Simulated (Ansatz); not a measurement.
# MgTe (F-43m) in Ansatz: notebook

Aim: see how the results for MgTe move with the level of theory and the settings. Levels: PBE, HSE06, PBE0. Tasks: single point.

Everything below comes from runs of Ansatz 0.2.0. Logs are shortened: lines on timing, memory, paths and dates and some standing lists are left out, and cuts for length are marked.

**1. The crystal as given**

It takes space group F-43m (No. 216, cubic). The conventional cell has a = 6.464 Å, b = 6.464 Å, c = 6.464 Å, α = 90.00°, β = 90.00°, γ = 90.00°. Te (site symmetry -43m) is surrounded by 4 Mg at 2.80 Å. Around Mg (site symmetry -43m) lie 4 Te at 2.80 Å.

The cell comes from a database or a generator and needn't be the stable form of this composition.

**2. Single point, PBE**

The input, input.yaml:

```yaml
crystal:
  lattice:
    - [0.0, 3.2319988239, 3.2319988239]
    - [3.2319988239, 0.0, 3.2319988239]
    - [3.2319988239, 3.2319988239, 0.0]
  atoms:
    - { symbol: Te, position: [0.25, 0.25, 0.25] }
    - { symbol: Mg, position: [0.0, 0.0, 0.0] }
kpoints:
  mp_grid: { grid: [6, 6, 6] }
scf:
  occupations: { method: fermi_dirac, width: 0.05 }
hamiltonian:
  xc: pbe
  pseudopotentials: { kind: all_electron, datasets: crystal }
output:
  forces: true
  stress: true
  eigenvalues: true
```

Potentials or basis: all-electron PAW datasets made for the crystal.

Launch:

```
$ ansatz run input.yaml --threads 1 --pin off --max-ram 3072MiB --backend cpu --events-out ev --progress --plain --runs-dir out
```

The program printed:

```text
Warning: RAYON_NUM_THREADS=1 ignored (pool sized by the plan → 1); use --threads N
hamiltonian.pseudopotentials.datasets: crystal makes datasets for this crystal and solves the spheres of its atoms anew in each pass: cutoff 220.0 eV, the density's 880.0 eV; for an error of 0.50 meV an atom under PBE, 1.0 meV for the cell; an energy difference from a run of another recipe may be off by several times the error for the cell, under r2SCAN by more, where some 0.1 meV an atom stays at smaller errors; Mg in spheres of 1.376 Å, 10 of its electrons in bands; Te in spheres of 1.376 Å, 16 of its electrons in bands
Engine: ansatz 0.2.0, x86_64-unknown-linux-gnu
Pseudopotentials: kind: all_electron
Pseudopotential: Te, paw, valence charge 16, recommended cutoff 220 eV (normal), crystal/all_electron/pbe/scalar/gaussian/Te, Koelling and Harmon's equation, gaussian nucleus
Pseudopotential: Mg, paw, valence charge 10, recommended cutoff 220 eV (normal), crystal/all_electron/pbe/scalar/gaussian/Mg, Koelling and Harmon's equation, gaussian nucleus
Functional definition: PBE
  parameter kappa = 0.804
  parameter beta = 0.06672455060314922
  exchange = pbe_x(kappa = kappa, mu = beta*pi^2/3)
  correlation = pbe_c(beta = beta)
Crystal: 2 atoms, lattice volume = 67.522 Å³
Basis set: ecut = 220 eV, 531 PW (Γ), exchange–correlation on 48×48×48 points (8 copies of the dense FFT grid, shifted against one another)
Bands: 17, of which v1, the nominal top of the filled ones, is band 13 counted from 1 (12 counted from 0)
Symmetry: 24 space group operations
Space group: F-43m (ITA 216), of the structure as read, at distance tolerance 4.1e-5 Å
k-points: 16 of 216 (time reversal used)
Non-local potential: Te, projectors of the file, l = 0: 1, l = 1: 1, l = 2: 2
Non-local potential: Mg, projectors of the file, l = 0: 3, l = 1: 3
PAW form: soft (Blöchl's): semilocal exchange-correlation on the pseudo side does not see the compensation charge
PAW one-centre angular grid: Te, 590 points (default); XC on its mesh's 1857 points in the sphere
PAW one-centre angular grid: Mg, 110 points (default); XC on its mesh's 2015 points in the sphere
Initial density: superposition of atomic densities (neutral atoms: chi_scale 0, normalization atom)
Initial wavefunctions: pseudopotential atomic-orbital guess
Functional: x = pbe(κ = 0.804, μ = 0.2195149727645171), c = pbe(β = 0.06672455060314922)
iter 1 solved again at ethr=2.93e-3 eV; its pass at ethr=1.00e-1 eV (dr2=7.63e-1 eV) is discarded
SCF iter   1: F=—  HF=-190337.664462 eV  |F-HF|=—  |Δ(HF+E_count)|=         —  Δρ=2.45e-2  dr2=7.50e-1  ethr=2.93e-3  ⟨swp⟩=3.2  Hψ=1544  notcnv=0
preconditioner: auto → none  [insulator: Δε(μ)=2.680 eV  Ē_g=9.440 eV  σ=0.050 eV  W_gap=1.00  n_scr=14 (ndim 8)  ℏωp=12.8 eV  f_vac=0.032  D(μ)=0.00/eV (n_scr^D=0)  ε∞_Penn≈2.8]
iter 2 solved again at ethr=1.99e-4 eV; its pass at ethr=2.88e-3 eV (dr2=5.18e-2 eV) is discarded
SCF iter   2: F=—  HF=-190337.493891 eV  |F-HF|=—  |Δ(HF+E_count)|=   1.71e-1  Δρ=9.63e-3  dr2=5.36e-2  ethr=1.99e-4  ⟨swp⟩=3.1  Hψ=1332  notcnv=0  defer=3
SCF iter   3: F=—  HF=-190337.504536 eV  |F-HF|=—  |Δ(HF+E_count)|=   1.06e-2  Δρ=3.65e-3  dr2=8.50e-3  ethr=1.99e-4  ⟨swp⟩=2.1  Hψ=546  notcnv=0  defer=1
SCF iter   4: F=—  HF=-190337.507937 eV  |F-HF|=—  |Δ(HF+E_count)|=   3.40e-3  Δρ=3.35e-4  dr2=6.85e-5  ethr=3.27e-5  ⟨swp⟩=3.1  Hψ=585  notcnv=0
SCF iter   5: F=—  HF=-190337.510397 eV  |F-HF|=—  |Δ(HF+E_count)|=   2.46e-3  Δρ=1.10e-4  dr2=7.16e-6  ethr=2.63e-7  ⟨swp⟩=2.0  Hψ=1261  notcnv=0
SCF iter   6: F=—  HF=-190337.510399 eV  |F-HF|=—  |Δ(HF+E_count)|=   1.89e-6  Δρ=2.62e-5  dr2=4.84e-7  ethr=2.75e-8  ⟨swp⟩=3.0  Hψ=585  notcnv=0
SCF iter   7: F=—  HF=-190337.510400 eV  |F-HF|=—  |Δ(HF+E_count)|=   5.29e-7  Δρ=3.40e-6  dr2=1.06e-8  ethr=1.86e-9  ⟨swp⟩=3.0  Hψ=633  notcnv=0
SCF iter   8: F=-190337.510400 eV  HF=-190337.510400 eV  |F-HF|=8.15e-10  |Δ(HF+E_count)|=   2.30e-8  Δρ=8.88e-7  dr2=8.58e-10  ethr=4.06e-11  ⟨swp⟩=3.0  Hψ=664  notcnv=0
SCF 1 converged in 8 iterations: F = -190337.510398 eV  dr2 = 8.58e-10
  Residual-converged pass: ⟨swp⟩=3.7  Hψ=475  notcnv=0  max |occ|·‖R‖ = 5.3e-6 eV (tolerance 5.3e-6 eV)  dr2=9.72e-10  dr2_onsite=4.96e-9  max |Δocc| = 1.6e-15
SCF converged after 8 iterations
Free energy (F): -190337.510398 eV
Harris-Foulkes:  -190337.510398 eV  (|F-HF|=8.15e-10)
Internal energy: -190337.510398 eV  (E = F + TS)
E sigma→0 (E₀):  -190337.510398 eV
Past the cutoff: the bands carry plane waves up to 1.75 times it, of which those up to 1.5 times it add -0.000320 eV an atom, each by itself; the spheres take 0.000740 eV an atom off the energy for waves past 1.75 times it
By the cutoff:   a pressure is off by up to 0.008 GPa (1.2 times the spheres' own share and the shells' term, over an atom's volume, and 0.004 GPa: a bound that held against runs at twice the plane waves)
Past the cutoffs: a stress includes 0.0025 GPa for waves and charges beyond them, in addition to the slope of what the spheres take
In the spheres:  the bands' charges fall short by 1.4e-6 e at most (sound up to 1e-3)
Fermi energy:    6.471665 eV
--- Per-component energies (eV) ---
  E_band       = -644.133186
  E_kinetic    = 123.090096
  E_local      = -2487.598578  (includes V_loc(G=0)·N_el)
  E_nonlocal   = -926.235932
  E_hartree    = 1164.255607
  E_xc         = -89.938871
  E_vxc        = -115.080708  (∫ρ·V_xc dr)
  E_paw        = -193194.451149  (= ΣΔE_a)
  E_vpaw       = -6744.030417  (= ΣTr[D̂ρ^β])
  E_ewald      = -2103.844226
  E_smearing   = -0.000000  (= −TS)
  E_closure    = 7177.212654  (closes the sum)
  Σ components = -190337.510398   (vs F -190337.510398, Δ=0.00e0)
  The terms above E_closure are by the made datasets' own strengths, without shells solved beside the bands.
--- Forces (eV/Å), atoms counted from 1 ---
  atom   1  Te    -0.00000000     0.00000000    -0.00000000
  atom   2  Mg     0.00000000    -0.00000000    -0.00000000
  max |Σ_I F_I| component: 3.70e-17 eV/Å
--- Stress (GPa, compression-positive) ---
        0.743850      -0.000000      -0.000000
        0.000000       0.743850       0.000000
        0.000000       0.000000       0.743850
  P = ⅓ Tr σ = 0.7438 GPa (7.438 kbar)
--- Band table (eV; the first three rows and the last of 16) ---
  k-point 0: bands = ["-69.8556", "-36.6117", "-36.6117", "-36.6117", "-29.8433", "-29.8433", "-29.8433", "-29.8354", "-29.8354", "-4.9583", "5.2232", "5.2232", "5.2232", "7.6392", "10.6922"]
  k-point 1: bands = ["-69.8556", "-36.6117", "-36.6117", "-36.6117", "-29.8434", "-29.8432", "-29.8432", "-29.8354", "-29.8354", "-4.8292", "4.0424", "5.1054", "5.1054", "8.5194", "10.7319"]
  k-point 2: bands = ["-69.8556", "-36.6118", "-36.6117", "-36.6117", "-29.8435", "-29.8431", "-29.8431", "-29.8354", "-29.8354", "-4.5387", "2.6036", "4.8992", "4.8992", "8.5855", "10.9287"]
  k-point 15: bands = ["-69.8556", "-36.6118", "-36.6117", "-36.6117", "-29.8437", "-29.8430", "-29.8427", "-29.8355", "-29.8351", "-4.1675", "2.4197", "3.5572", "3.8461", "9.1448", "9.9570"]
```

Wall time 6.7 s (1 thread of Intel Xeon at 2.70GHz, shared host); peak memory 0.44 GiB.

Results:

```
Free energy            : -190337.5104 eV
Pressure               : 0.7 GPa
Band gap on the k mesh : 2.42 eV, direct
```

Caveat: spin-orbit coupling is left out, which moves the levels of the heavy elements. A k mesh can miss the band edges.

**3. Single point, HSE06**

input.yaml: that of step 2 with these lines changed.

```diff
@@ -13,3 +13,3 @@
 hamiltonian:
-  xc: pbe
+  xc: hse06
   pseudopotentials: { kind: all_electron, datasets: crystal }
@@ -18,2 +18 @@
   stress: true
-  eigenvalues: true
```

Potentials or basis: all-electron PAW datasets made for the crystal.

Launch:

```
$ ansatz run input.yaml --threads 1 --pin off --max-ram 3072MiB --backend cpu --events-out ev --progress --plain --runs-dir out
```

It took 5.8 min on 1 thread of Intel Xeon at 2.70GHz, shared host; peak memory 0.89 GiB.

The run converged. Its results:

```yaml
Free_energy: -190337.6228 eV
Pressure: 0.0 GPa
Band_gap_on_the_k_mesh: 3.27 eV, direct
```

Levels at points of the mesh, in eV from the valence-band top:
```
             k point  band 9  band 10  band 11  band 12  band 13  band 14
  (0.00, 0.00, 0.00)  -37.29   -11.14     0.00     0.00     0.00     3.27
 (0.00, 0.00, -0.50)  -37.29   -10.46    -3.49    -0.45    -0.45     4.05
(0.00, -0.50, -0.50)  -37.29   -10.23    -3.30    -1.28    -1.28     3.56
```

Caveat: spin-orbit coupling is left out, which moves the levels of the heavy elements.

**4. Single point, PBE0**

input.yaml: that of step 3 with these lines changed.

```diff
@@ -13,3 +13,3 @@
 hamiltonian:
-  xc: hse06
+  xc: pbe0
   pseudopotentials: { kind: all_electron, datasets: crystal }
```

Launch:

```
$ ansatz run input.yaml --threads 1 --pin off --max-ram 3072MiB --backend cpu --events-out ev --progress --plain --runs-dir out
```

It took 5.9 min on 1 thread of Intel Xeon at 2.70GHz, shared host; peak memory 0.88 GiB.

The run converged. Its results:

```
Free energy            : -190336.9400 eV
Pressure               : 0.0 GPa
Band gap on the k mesh : 3.91 eV, direct
```

Levels at points of the mesh, in eV from the valence-band top:
```csv
k point,band 11,band 12,band 13,band 14
"(0.00, 0.00, 0.00)",0.00,0.00,0.00,3.91
"(0.00, 0.00, -0.50)",-3.57,-0.46,-0.46,4.72
"(0.00, -0.50, -0.50)",-3.37,-1.31,-1.31,4.22
```

Caveat: spin-orbit coupling is left out, which moves the levels of the heavy elements. A k mesh can miss the band edges.

**5. The runs side by side**

| level | cutoff (eV) | gap on the mesh (eV) | pressure (GPa) |
| --- | --- | --- | --- |
| PBE | 220 | 2.42 | 0.7 |
| HSE06 | 250 | 3.27 | 0.0 |
| PBE0 | 250 | 3.91 | 0.0 |

Alike in all rows: task single point; potentials or basis all-electron PAW datasets made for the crystal; no spin polarisation; cell as given; k mesh 6 × 6 × 6; smearing fermi-dirac 0.05 eV.

On the cell as given the gap runs from 2.42 eV (PBE) to 3.91 eV (PBE0). The pressure there spans 0.0 GPa (PBE0) to 0.7 GPa (PBE); a positive pressure means that this level wants a larger cell, a negative one a smaller.

Caveats: spin-orbit coupling is left out, which moves the levels of the heavy elements.

Compare energies only between runs with the same functional and basis.
